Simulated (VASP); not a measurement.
# How k-mesh and PAW data sets change a VASP run on AlN, part 3 of 3

How sensitive are energy, pressure and forces of AlN to the k-mesh and PAW data sets? The atoms are off their equilibrium sites, so that forces can be compared too. The series runs use r2SCAN. The atoms of the start are displaced at random from the sites of a P6_3mc cell.

VASP 6.6.1, plane waves and PAW; the level of theory is named at each step.

So far. Step 12 (PAW data sets: recommended 54: Al N): With 16 valence electrons the pressure is -0.62 GPa, +0.00 GPa from the first of the series, after 13 cycles in 60 s. Step 13 (PAW data sets: GW 64: Al GW N GW): With 16 valence electrons the pressure is -0.79 GPa, -0.17 GPa from the first of the series, after 12 cycles in 59 s.

The database entry behind the starting cell differs from later determinations by our own check (inner coordinate u about 0.002 short), so it need not match the best structure at ambient conditions.

### 14. PAW data sets: hard 64: Al N h (continued)

Level of this step: r2SCAN; plane waves and PAW (Al, N_h) (VASP).

From OUTCAR (step 14):

```text
  Total       -0.4012149     -1.0184409      0.9208989      0.2709958     -0.3883756     -0.2007613
  in kB      -15.3773739    -39.0338143     35.2953212     10.3864629    -14.8852837     -7.6945838
  external PRESSURE =      -6.3719557 kB  Pullay stress =       0.0000000 kB

 POSITION                                       TOTAL-FORCE (eV/Angst)
 -----------------------------------------------------------------------------------
     -0.01202      1.80852      0.00863        -0.096914     -0.346786     -1.286620
      1.52758      0.90867      2.45997        -0.361112     -0.686746      0.154779
     -0.05456      1.75156      1.83676         0.486702      0.758746      1.059805
      1.54199      0.88906      4.35891        -0.028676      0.274786      0.072036
 -----------------------------------------------------------------------------------
    total drift:                                0.000263      0.000186      0.002046

  FREE ENERGIE OF THE ION-ELECTRON SYSTEM (eV)
  ---------------------------------------------------
  free  energy   TOTEN  =       -38.3730352516 eV

  energy  without entropy=      -38.3730352516  energy(sigma->0) =      -38.37303525

[... 1 part as in an earlier step ...]

[... 2 further parts left out ...]
[key lines of the parts left out:]
E-fermi :   7.1903
```

With 16 valence electrons the pressure is -0.64 GPa, -0.01 GPa from the first of the series, after 14 cycles in 2.5 min.

### 15. PAW data sets: soft 64: Al N s

This step: r2SCAN; plane waves and PAW (Al, N_s) (VASP 6.6.1).

File INCAR:

```
SYSTEM = AlN
PREC = Accurate
ENCUT = 400
EDIFF = 1E-06
NELM = 100
ISMEAR = -1
SIGMA = 0.05
LREAL = .FALSE.
ALGO = Normal
METAGGA = R2SCAN
LASPH = .TRUE.
NBANDS = 14
LORBIT = 11
LWAVE = .FALSE.
LCHARG = .FALSE.
KPAR = 4
ISIF = 2
```

File POSCAR:

```
AlN
1.0
    3.1130000000      0.0000000000      0.0000000000
   -1.5565000000      2.6959370820      0.0000000000
    0.0000000000      0.0000000000      4.9810000000
Al N
2 2
Direct
    0.3315550000      0.6708300000      0.0017330000
    0.6592350000      0.3370520000      0.4938710000
    0.3073240000      0.6497040000      0.3687530000
    0.6602270000      0.3297780000      0.8751070000
```

File KPOINTS:

```
Automatic mesh
0
Gamma
7 7 4
0 0 0
```

PAW data sets: Al and N_s (PBE family, release 64).

On the command line:

```sh
> mpirun -np 4 vasp_std
```

Output:

```text
[... set-up lines as in an earlier step ...]
 entering main loop
       N       E                     dE             d eps       ncg     rms          rms(c)
DAV:   1     0.477743368158E+02    0.47774E+02   -0.65314E+03  2788   0.868E+02
DAV:   2    -0.425285855673E+02   -0.90303E+02   -0.80764E+02  3216   0.285E+02
DAV:   3    -0.460901379692E+02   -0.35616E+01   -0.35467E+01  3726   0.500E+01
DAV:   4    -0.461200899668E+02   -0.29952E-01   -0.29949E-01  3180   0.577E+00
[...]
DAV:  14    -0.383612989799E+02    0.25015E-05   -0.34023E-07  1896   0.817E-03    0.672E-02
DAV:  15    -0.383612956085E+02    0.33713E-05   -0.12283E-06  1836   0.117E-02    0.208E-02
DAV:  16    -0.383612946163E+02    0.99222E-06   -0.35262E-07  1608   0.451E-03
   1 F= -.38361295E+02 E0= -.38361295E+02  d E =-.167955E-10
```

Run time: 38 s. Hardware: 4 MPI ranks of AMD EPYC 7R43, shared host; peak memory 0.5 GiB.

From OUTCAR (step 15):

```text
  Total       -0.4769830     -1.0948045      0.8475306      0.2707026     -0.3906466     -0.2015260
  in kB      -18.2813436    -41.9606038     32.4833308     10.3752251    -14.9723240     -7.7238926
  external PRESSURE =      -9.2528722 kB  Pullay stress =       0.0000000 kB

 POSITION                                       TOTAL-FORCE (eV/Angst)
 -----------------------------------------------------------------------------------
     -0.01202      1.80852      0.00863        -0.097412     -0.347258     -1.286200
      1.52758      0.90867      2.45997        -0.361266     -0.686461      0.156890
     -0.05456      1.75156      1.83676         0.487044      0.758700      1.058039
      1.54199      0.88906      4.35891        -0.028365      0.275019      0.071271
 -----------------------------------------------------------------------------------
    total drift:                               -0.000322      0.000500      0.028941

  FREE ENERGIE OF THE ION-ELECTRON SYSTEM (eV)
  ---------------------------------------------------
  free  energy   TOTEN  =       -38.3612946163 eV

  energy  without entropy=      -38.3612946163  energy(sigma->0) =      -38.36129462

[... 1 part as in an earlier step ...]

[... 2 further parts left out ...]
[key lines of the parts left out:]
E-fermi :   7.2105
```

With 16 valence electrons the pressure is -0.93 GPa, -0.30 GPa from the first of the series, after 16 cycles in 38 s.

### 16. The PAW data sets series as a table

This step: convergence of r2SCAN results with the datasets; plane waves and PAW (VASP 6.6.1).

No new run; the numbers come from the runs before.

Differences are taken from the run with minimal 64: Al N. Results of the series, by row:

```
                     setting     status  pressure (GPa)  largest force difference (meV/Å)  gap (eV)  SCF cycles  wall time (s)
    minimal 64: Al N, 520 eV  converged         -0.6226                                 0      4.92          13             61
recommended 54: Al N, 520 eV  converged         -0.6226                                 0      4.92          13             60
   gw 64: Al_GW N_GW, 550 eV  converged         -0.7903                             9.033     4.899          12             59
     hard 64: Al N_h, 990 eV  converged         -0.6372                             7.224     4.917          14            147
     soft 64: Al N_s, 400 eV  converged         -0.9253                             7.644     4.926          16             38
```

### 17. What came out

```json
{
  "k-mesh from which the energy stays within 10 meV/atom of the reference": "4 4 3",
  "k-mesh from which the energy stays within 1 meV/atom of the reference": "6 6 3",
  "k-mesh from which the pressure stays within 0.2 GPa of the reference": "3 3 2",
  "spread of the pressure over the k-mesh": "1.27 GPa",
  "spread of the energy over the k-mesh": "301 meV/atom",
  "spread of the pressure over the PAW data sets": "0.303 GPa"
}
```

In words: From 6 6 3 on, the energy stays within 1 meV an atom of the reference, at 6.8 % of its time. The pressure holds within 0.2 GPa from 3 3 2 on. The choice of data set moves the pressure between -0.93 GPa (soft 64: Al N_s) and -0.62 GPa (minimal 64: Al N); the cutoffs differ too (400, 520, 550 and 990 eV). The gap moves by up to 0.03 eV. Differences are taken from the run with 15 15 8, which is itself not the exact limit. Data sets differ in their zero of energy, so energies are not compared. The runs at 2 2 2; 3 3 2 are over 30 meV an atom or 2 GPa off and describe the material poorly.

[Lines on the potential files, build, host, timing and source positions are cut from VASP's logs without a mark.]

[Logs are printed without paths, hosts, clocks, repeated set-up lines and the standing remarks that a program may print on its own settings, such as how far it seeks lower states.]

[Hosts, paths, dates, database ids (printed as entryN), source tags and the programs' standing remarks are cut or masked in the printed files.]

[A measured line is paired with the nearest computed mode of its activity, which favours agreement.]

[In band tables of VASP the shares of atoms and orbitals are scaled to a sum of 1 inside the atoms' spheres.]
